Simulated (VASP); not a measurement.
# BN in VASP: notebook

The runs below take BN through single point, with PBE.

Everything below comes from runs of VASP 6.6.1. Logs are shortened: lines on timing, memory, paths and dates and some standing lists are left out, and cuts for length are marked.

## 1. Starting point

The cell holds a slab with vacuum, 2 atoms: a = 2.498 Å, b = 2.498 Å, c = 18.000 Å, α = 90.00°, β = 90.00°, γ = 120.00°.

## 2. Single point, PBE

INCAR reads:

```
ALGO = Normal
DIPOL = 0.5 0.5 0.500
EDIFF = 1E-7
ENCUT = 750
GGA = PE
IDIPOL = 3
ISIF = 2
ISMEAR = 0
LASPH = True
LCHARG = False
LDIPOL = True
LREAL = False
LVACPOTAV = True
LVHAR = True
LWAVE = False
NBANDS = 14
NELM = 120
PREC = Accurate
SIGMA = 0.05
```

KPOINTS reads:

```
k-points
0
Gamma
  13 13 1
```

POSCAR reads:

```
BN
1.0
    2.4982400000      0.0000000000      0.0000000000
   -1.2491200000      2.1635393000      0.0000000000
    0.0000000000      0.0000000000     18.0000000000
N B
1 1
Direct
    0.3333333333      0.6666666667      0.5000000000
    0.6666666667      0.3333333333      0.5000000000
```

Potentials or basis: VASP PAW PBE potentials, release 64 (N, B).

On the command line:

```sh
$ cat potpaw_PBE.64/N/POTCAR potpaw_PBE.64/B/POTCAR > POTCAR
$ mpirun -np 1 vasp_std > vasp.out
```

OUTCAR:

```text
EDIFF = 1E-7
   ENCUT = 750
   GGA = PE
   ISIF = 2
   ISMEAR = 0
   LASPH = True
   LREAL = False
   NELM = 120
   PREC = Accurate

 Found     21 irreducible k-points:

 Following reciprocal coordinates:
            Coordinates               Weight
  0.000000  0.000000  0.000000      1.000000
  0.076923  0.000000  0.000000      6.000000
  0.153846 -0.000000  0.000000      6.000000
  0.230769 -0.000000  0.000000      6.000000
  0.307692 -0.000000  0.000000      6.000000
  0.384615  0.000000  0.000000      6.000000
   k-points           NKPTS =     21   k-points in BZ     NKDIM =     21   number of bands    NBANDS=     14
   number of dos      NEDOS =    301   number of ions     NIONS =      2
   total plane-waves  NPLWV =  93312
   dimension x,y,z NGX =    24 NGY =   24 NGZ =  162
   dimension x,y,z NGXF=    48 NGYF=   48 NGZF=  324
   ions per type =               1   1
   NGX,Y,Z   is equivalent  to a cutoff of  15.97, 15.97, 14.96 a.u.
   NGXF,Y,Z  is equivalent  to a cutoff of  31.94, 31.94, 29.92 a.u.
 SYSTEM =  unknown system
   PREC   = accura    normal or accurate (medium, high low for compatibility)
   ISTART =      0    job   : 0-new  1-cont  2-samecut
   ICHARG =      2    charge: 1-file 2-atom 10-const
   ISPIN  =      1    spin polarized calculation?
   LNONCOLLINEAR =      F non collinear calculations
   LSORBIT =      F    spin-orbit coupling
   LASPH  =      T    aspherical Exc in radial PAW
   ENCUT  =  750.0 eV  55.12 Ry    7.42 a.u.   5.58  5.58 40.19*2*pi/ulx,y,z
   NELM   =    120;   NELMIN=  2; NELMDL= -5     # of ELM steps
   EDIFF  = 0.1E-06   stopping-criterion for ELM
   LREAL  =      F    real-space projection
   EDIFFG = 0.1E-05   stopping-criterion for IOM
   NSW    =      0    number of steps for IOM
   IBRION =     -1    ionic relax: 0-MD 1-quasi-New 2-CG
   NFREE  =      0    steps in history (QN), initial steepest desc. (CG)
   ISIF   =      2    stress and relaxation
   ISYM   =      2    0-nonsym 1-usesym 2-fastsym
   POTIM  = 0.5000    time-step for ionic-motion
   TEBEG  =    0.0;   TEEND  =   0.0 temperature during run
   PSTRESS=    0.0 pullay stress
   NELECT =       8.0000    total number of electrons
   NUPDOWN=      -1.0000    fix difference up-down
   EMIN   =  10.00;   EMAX   =-10.00  energy-range for DOS
   EFERMI =   0.00;   METHOD = LEGACY
   ISMEAR =     0;   SIGMA  =   0.05  broadening in eV -4-tet -1-fermi 0-gaus
   EFERMI_NEDOS =   21; number of points for ismear=-14 and -15
   IALGO  =     38    algorithm
   IMIX   =      4    mixing-type and parameters
     AMIX     =   0.40;   BMIX     =  1.00
     AMIX_MAG =   1.60;   BMIX_MAG =  1.00
  volume/ion in A,a.u.               =      48.65       328.28
  Fermi-wavevector in a.u.,A,eV,Ry     =   0.711892  1.345282  6.895307  0.506791
  Thomas-Fermi vector in A             =   1.799124
   LORBIT       =      0    0 simple, 1 ext, 2 COOP (PROOUT), +10 PAW based schemes
   GGA     = PE    functional components
   LHFCALC =     F    Hartree Fock is set to
   AEXX    =    0.0000 exact exchange contribution
   IVDW    =     0    specifies the selected vdW correction
   LEPSILON=     F    determine dielectric tensor
   LRPA    =     F    only Hartree local field effects (RPA)
 non-spin polarized calculation
 Gauss-broadening in eV      SIGMA  =   0.05
  energy-cutoff  :      750.00
  volume of cell :       97.29
 maximum number of plane-waves:      4605
 NGX is ok and might be reduce to    24
   NGX = 11   NGY = 11   NGZ = 81

 dipolmoment           0.000000      0.000000      0.000000 electrons x Angstroem

 number of electron       7.9999999 magnetization

 dipolmoment           0.000000      0.000000     -0.000000 electrons x Angstroem

 Free energy of the ion-electron system (eV)
  ---------------------------------------------------
  ext. energy  EPLUGINS =         0.00000000
  ---------------------------------------------------
  free energy    TOTEN  =       -17.60518669 eV

  energy without entropy =      -17.60518669  energy(sigma->0) =      -17.60518669

 E-fermi :  -4.0885     XC(G=0):  -2.3399

 val. band max:       -4.4076861254   @ k =   0.3077   0.3077   0.0000
 cond. band min:       0.3772651276   @ k =   0.0000   0.0000   0.0000
 fundamental gap:      4.7849512529
 Fermi energy:        -4.0884571510

 k-point     1 :       0.0000    0.0000    0.0000
  band No.  band energies     occupation
      1     -22.0103      2.00000
      2      -9.5844      2.00000
      3      -5.6310      2.00000
      4      -5.6310      2.00000
      5       0.3773      0.00000
      6       1.3081      0.00000
      7       1.7229      0.00000
      8       2.9047      0.00000
      9       3.3576      0.00000
     10       5.4210      0.00000
     11       6.0037      0.00000
     12       7.3498      0.00000
     13       7.3498      0.00000
     14       8.2143      0.00000

 k-point     2 :       0.0769    0.0000    0.0000
  band No.  band energies     occupation
      1     -21.8958      2.00000
      2      -9.4304      2.00000
      3      -6.1126      2.00000
      4      -5.8547      2.00000
      5       0.5742      0.00000
      6       1.4893      0.00000
      7       1.9139      0.00000
      8       3.0836      0.00000
      9       3.5512      0.00000
     10       5.5654      0.00000
     11       6.1944      0.00000
     12       7.2911      0.00000
     13       7.8602      0.00000
     14       8.1151      0.00000
[... 37 lines left out ...]
      1     -20.3109      2.00000
      2     -10.6610      2.00000
      3      -7.7150      2.00000
      4      -7.2683      2.00000
      5       3.1675      0.00000
      6       3.2970      0.00000
      7       4.7027      0.00000
      8       4.7370      0.00000
      9       5.9955      0.00000
     10       6.1461      0.00000
     11       6.8888      0.00000
     12       8.7115      0.00000
     13       9.2642      0.00000
     14      12.1439      0.00000

 k-point     6 :       0.3846    0.0000    0.0000
  band No.  band energies     occupation
      1     -19.5530      2.00000
      2     -12.1414      2.00000
      3      -8.1740      2.00000
      4      -6.1926      2.00000
      5       1.8296      0.00000
      6       4.6989      0.00000
      7       6.1252      0.00000
      8       6.1831      0.00000
      9       6.6354      0.00000
     10       7.6902      0.00000
     11       8.2362      0.00000
     12      10.1918      0.00000
     13      10.8111      0.00000
     14      11.9781      0.00000

 [... further k-points ...]

------------------------ aborting loop because EDIFF is reached ----------------------------------------

  FORCE on cell =-STRESS in cart. coord.  units (eV):
  Direction    XX          YY          ZZ          XY          YZ          ZX
  --------------------------------------------------------------------------------------
  -------------------------------------------------------------------------------------
  Total        0.6898388      0.6898388     -0.0238693      0.0000000      0.0000000     -0.0000000
  in kB       11.3602208     11.3602208     -0.3930773      0.0000000      0.0000000     -0.0000000
  external PRESSURE =       7.4424548 kB  Pullay stress =       0.0000000 kB

 VOLUME and BASIS-vectors are now :
 -----------------------------------------------------------------------------
  energy-cutoff  :      750.00
  volume of cell :       97.29
      direct lattice vectors                 reciprocal lattice vectors
     2.498240000  0.000000000  0.000000000     0.400281798  0.231102805  0.000000000
    -1.249120000  2.163539300  0.000000000     0.000000000  0.462205609  0.000000000
     0.000000000  0.000000000 18.000000000     0.000000000  0.000000000  0.055555556

 POSITION                                       TOTAL-FORCE (eV/Angst)
 -----------------------------------------------------------------------------------
     -0.00000      1.44236      9.00000         0.000000      0.000000      0.000000
      1.24912      0.72118      9.00000        -0.000000     -0.000000      0.000000
 -----------------------------------------------------------------------------------
    total drift:                               -0.000000      0.000000     -0.000000

  FREE ENERGIE OF THE ION-ELECTRON SYSTEM (eV)
  ---------------------------------------------------
  free  energy   TOTEN  =       -17.6051866907 eV

  energy  without entropy=      -17.6051866907  energy(sigma->0) =      -17.60518669

 vacuum level on the upper side and lower side of the slab         1.498         1.498
```

OSZICAR:

```text
N       E                     dE             d eps       ncg     rms          rms(c)
DAV:   1     0.600767618396E+02    0.60077E+02   -0.37465E+03   588   0.555E+02
DAV:   2    -0.132723327292E+02   -0.73349E+02   -0.63079E+02   798   0.127E+02
DAV:   3    -0.194846623317E+02   -0.62123E+01   -0.61539E+01   816   0.436E+01
[... 13 lines left out ...]
DAV:  17    -0.176051746176E+02   -0.40348E-04   -0.28841E-06   664   0.495E-03    0.209E-03
DAV:  18    -0.176051836964E+02   -0.90788E-05   -0.19988E-07   674   0.192E-03    0.256E-04
DAV:  19    -0.176051860791E+02   -0.23827E-05   -0.48653E-08   672   0.833E-04    0.653E-04
DAV:  20    -0.176051866789E+02   -0.59979E-06   -0.17963E-08   728   0.619E-04    0.826E-05
DAV:  21    -0.176051866907E+02   -0.11828E-07   -0.74317E-10   722   0.167E-04
   1 F= -.17605187E+02 E0= -.17605187E+02  d E =-.198416E-20
```

Wall time 55 s (1 thread of Intel Xeon Platinum 8259CL at 2.50GHz (Skylake/Cascade Lake), shared host); peak memory 0.3 GiB.

The run converged, but some of its settings lie outside the range that counts as converged, so its numbers aren't taken as properties of the slab.

Results:

```yaml
Free_energy: -17.6052 eV
Band_gap_on_the_k_mesh: 4.79 eV, indirect (least direct gap 4.90 eV)
Ionisation_potential_of_the_upper_face: 5.91 eV
```

## 3. Single point, PBE

This run uses another cell than the first one, of 32.43 Å³/atom, 0.667 times its volume.

Changes to INCAR since step 2:

```diff
@@ -3,3 +3,3 @@
 EDIFF = 1E-7
-ENCUT = 750
+ENCUT = 280
 GGA = PE
```

KPOINTS reads:

```
k-points
0
Gamma
  4 4 1
```

Changes to POSCAR since step 2:

```diff
@@ -4,3 +4,3 @@
    -1.2491200000      2.1635393000      0.0000000000
-    0.0000000000      0.0000000000     18.0000000000
+    0.0000000000      0.0000000000     12.0000000000
 N B
```

Potentials or basis: VASP PAW PBE potentials, release 64 (N, B).

On the command line:

```sh
$ cat potpaw_PBE.64/N/POTCAR potpaw_PBE.64/B/POTCAR > POTCAR
$ mpirun -np 1 vasp_std > vasp.out
```

Run time: 3.4 s. Hardware: 1 thread of Intel Xeon Platinum 8259CL at 2.50GHz (Skylake/Cascade Lake), shared host; peak memory 0.13 GiB.

The run converged, but a check on its numbers failed (symmetry, net force, bounds or a known fault of this set-up), so they aren't taken as properties of the slab.

Caveat: the k mesh is coarse (spacing up to 0.73 Å⁻¹), so the values aren't converged; the cutoff lies under the usual one of these potentials, so the numbers hold a large basis-set error.

## 4. Single point, PBE

This run uses another cell than the first one, of 32.43 Å³/atom, 0.667 times its volume.

Changes to INCAR since step 3:

```diff
@@ -3,3 +3,3 @@
 EDIFF = 1E-7
-ENCUT = 280
+ENCUT = 460
 GGA = PE
```

KPOINTS is that of step 3.

POSCAR is that of step 3.

Potentials or basis: VASP PAW PBE potentials, release 64 (N, B).

On the command line:

```sh
$ cat potpaw_PBE.64/N/POTCAR potpaw_PBE.64/B/POTCAR > POTCAR
$ mpirun -np 1 vasp_std > vasp.out
```

OUTCAR:

```text
EDIFF = 1E-7
   ENCUT = 460
   GGA = PE
   ISIF = 2
   ISMEAR = 0
   LASPH = True
   LREAL = False
   NELM = 120
   PREC = Accurate

 Found      4 irreducible k-points:

 Following reciprocal coordinates:
            Coordinates               Weight
  0.000000  0.000000  0.000000      1.000000
  0.250000  0.000000  0.000000      6.000000
  0.500000  0.000000  0.000000      3.000000
  0.250000  0.250000  0.000000      6.000000
   k-points           NKPTS =      4   k-points in BZ     NKDIM =      4   number of bands    NBANDS=     14
[... 149 lines left out ...]
  Direction    XX          YY          ZZ          XY          YZ          ZX
  --------------------------------------------------------------------------------------
  -------------------------------------------------------------------------------------
  Total        0.6124977      0.6124977     -0.1126645      0.0000000      0.0000000      0.0000000
  in kB       15.1298576     15.1298575     -2.7830282      0.0000000      0.0000000      0.0000000
  external PRESSURE =       9.1588956 kB  Pullay stress =       0.0000000 kB

 VOLUME and BASIS-vectors are now :
 -----------------------------------------------------------------------------
  energy-cutoff  :      460.00
  volume of cell :       64.86
      direct lattice vectors                 reciprocal lattice vectors
     2.498240000  0.000000000  0.000000000     0.400281798  0.231102805  0.000000000
    -1.249120000  2.163539300  0.000000000     0.000000000  0.462205609  0.000000000
     0.000000000  0.000000000 12.000000000     0.000000000  0.000000000  0.083333333

 POSITION                                       TOTAL-FORCE (eV/Angst)
 -----------------------------------------------------------------------------------
     -0.00000      1.44236      6.00000        -0.000000      0.000000      0.000000
      1.24912      0.72118      6.00000         0.000000      0.000000      0.000000
 -----------------------------------------------------------------------------------
    total drift:                                0.000002     -0.000001     -0.000000

  FREE ENERGIE OF THE ION-ELECTRON SYSTEM (eV)
  ---------------------------------------------------
  free  energy   TOTEN  =       -17.5805142424 eV

  energy  without entropy=      -17.5805142424  energy(sigma->0) =      -17.58051424

 vacuum level on the upper side and lower side of the slab         2.247         2.247
```

OSZICAR:

```text
N       E                     dE             d eps       ncg     rms          rms(c)
DAV:   1     0.361650835463E+02    0.36165E+02   -0.36979E+03   112   0.412E+02
DAV:   2    -0.165440278283E+02   -0.52709E+02   -0.49366E+02   148   0.116E+02
DAV:   3    -0.195209513141E+02   -0.29769E+01   -0.29669E+01   136   0.315E+01
[... 11 lines left out ...]
DAV:  15    -0.175804925083E+02   -0.12825E-03   -0.19301E-05   118   0.136E-02    0.182E-03
DAV:  16    -0.175805105889E+02   -0.18081E-04   -0.12094E-06   112   0.329E-03    0.587E-04
DAV:  17    -0.175805137749E+02   -0.31860E-05   -0.16222E-07   112   0.124E-03    0.294E-04
DAV:  18    -0.175805142360E+02   -0.46105E-06   -0.15682E-08   112   0.397E-04    0.225E-05
DAV:  19    -0.175805142424E+02   -0.64404E-08   -0.14231E-10   130   0.558E-05
   1 F= -.17580514E+02 E0= -.17580514E+02  d E =-.193001E-20
```

Run time: 5.9 s. Hardware: 1 thread of Intel Xeon Platinum 8259CL at 2.50GHz (Skylake/Cascade Lake), shared host; peak memory 0.15 GiB.

These settings aren't checked as converged: the numbers below hold their error.

What came out:

| Quantity | Value |
| --- | --- |
| Free energy | -17.5805 eV |
| Band gap on the k mesh | 5.54 eV, indirect (least direct gap 5.73 eV) |
| Ionisation potential of the upper face | 6.71 eV |

Caveat: the k mesh is coarse (spacing up to 0.73 Å⁻¹), so the values aren't converged; the cutoff is under 1.25 times the usual one of these potentials, so pressure, stress and relaxed cells hold a basis-set (Pulay) error.

## 5. Single point, PBE

This run uses another cell than the first one, of 32.43 Å³/atom, 0.667 times its volume.

Changes to INCAR since step 4:

```diff
@@ -3,3 +3,3 @@
 EDIFF = 1E-7
-ENCUT = 460
+ENCUT = 650
 GGA = PE
```

KPOINTS is that of step 4.

POSCAR is that of step 4.

On the command line:

```sh
$ cat potpaw_PBE.64/N/POTCAR potpaw_PBE.64/B/POTCAR > POTCAR
$ mpirun -np 1 vasp_std > vasp.out
```

Wall time 10 s (1 thread of Intel Xeon Platinum 8259CL at 2.50GHz (Skylake/Cascade Lake), shared host); peak memory 0.21 GiB.

These settings aren't checked as converged: the numbers below hold their error.

Results:

* Free energy: -17.5850 eV
* Band gap on the k mesh: 5.54 eV, indirect (least direct gap 5.73 eV)
* Ionisation potential of the upper face: 6.71 eV

Caveat: the k mesh is coarse (spacing up to 0.73 Å⁻¹), so the values aren't converged.

(Continued in part 2 of 2.)
